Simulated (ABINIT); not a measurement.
Write the native input for ABINIT 10.8.3 (patched build) that does the following.

```
Task                                            : band structure
Functional                                      : PBE
Dispersion                                      : D3
Potentials or basis                             : JTH PAW PBE v2.0
Cutoff                                          : 844 eV
k mesh                                          : 8 × 8 × 8
Occupations                                     : gaussian, width 0.1 eV
Spin                                            : collinear spin, ferromagnetic start
Starting moments                                : [2.0] μB
Fine-grid cutoff                                : 1442.2 eV
Exchange and correlation inside the PAW spheres : full angular mesh (pawxcdev 0, this build's default; the released program takes 1)
```

The structure of Tm lies in POSCAR:

```
Tm
1.0
    0.0000000000      2.4680255249      2.4680255249
    2.4680255249      0.0000000000      2.4680255249
    2.4680255249      2.4680255249      0.0000000000
Tm
1
Direct
    0.0000000000      0.0000000000      0.0000000000  Tm
```

This isn't the form of Tm at room conditions, which is hcp.

The input as run:

run.abi

```
# Datasets: ground state, then fixed potential
ndtset 2

# Pseudopotentials
pp_dirpath "./"
pseudos "Tm.GGA_PBE-JTH.xml"

# Structure
structure "poscar:POSCAR"
natom 1

# Plane-wave basis
ecut 31.0
pawecutdg 53.0

# Exchange and correlation
ixc 11
vdw_xc 6

# Bands and occupations
occopt 7
tsmear 0.1 eV

# Spin
nsppol 2
spinat
     0.0000000000     0.0000000000     2.0000000000

# SCF cycle
nstep 100

# Output
iomode 3
prtwf 0
prteig 0
prtebands 0
prtden1 1
prtvha1 1
prtvclmb1 1
prtpot1 1

# Dataset 1
kptopt1 1
ngkpt1 8 8 8
nshiftk1 1
shiftk1 0.0 0.0 0.0
nband1 19
tolvrs1 1.0e-9

# Dataset 2: bands along G-X-W-K-G-L-U-W-L-K
iscf2 -2
getden2 1
nband2 23
nbdbuf2 2
tolwfr2 1.0e-12
kptopt2 -9
ndivsm2 6
prteig2 1
prtvol2 -3
kptbounds2
     0.0000000000     0.0000000000     0.0000000000
     0.5000000000     0.0000000000     0.5000000000
     0.5000000000     0.2500000000     0.7500000000
     0.3750000000     0.3750000000     0.7500000000
     0.0000000000     0.0000000000     0.0000000000
     0.5000000000     0.5000000000     0.5000000000
     0.6250000000     0.2500000000     0.6250000000
     0.5000000000     0.2500000000     0.7500000000
     0.5000000000     0.5000000000     0.5000000000
     0.3750000000     0.3750000000     0.7500000000
```

Potentials or basis: JTH PAW PBE v2.0.

The run is started by

```sh
$ abinit run.abi > log 2>&1
```

It gave:

| Property | Result |
| --- | --- |
| Pressure | 1.0 GPa |
| Band gap on the k mesh | none (metal or under the smearing width) |
| Net moment | 1.08 μB per cell |
| Site moments | Tm +1.25 μB |
| Valence electrons inside the program's atomic spheres | Tm 20.83 (radii [1.3287] Å) |

Caveat: the magnetic or orbital state may not be the lowest; spin-orbit coupling is left out, which moves the levels of the heavy elements; pairwise dispersion overbinds metals, which lowers pressure and volume.

It took 9.6 min on 1 thread of Intel(R) Xeon(R) Platinum 8259CL CPU @ 2.50GHz (Skylake/Cascade Lake) (shared host), peak memory 0.25 GiB.
